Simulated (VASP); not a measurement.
All cells: G0W0@PBE in VASP with _GW potentials, real axis with 200 points, bands to about 270 eV, response cutoff 180 eV, meshes of 6×6×6 or like density, handbook lattice constants, no spin-orbit coupling; edges are sought among the points solved (high-symmetry points and, for some cells, the mesh's band edge), and the crystal's can lie elsewhere. Band sums and response are cut, so the gaps aren't at their basis limit.

(1) Order these cells by the G0W0 correction to the gap between the Kohn-Sham band edges, largest first.
A. Si (Fd-3m), 2 atoms, 20.0 Å³ an atom
B. BAs (F-43m), 2 atoms, 13.6 Å³ an atom
C. BP (F-43m), 2 atoms, 11.7 Å³ an atom

Results:

(1) C (0.70 eV), B (0.64 eV), A (0.53 eV).
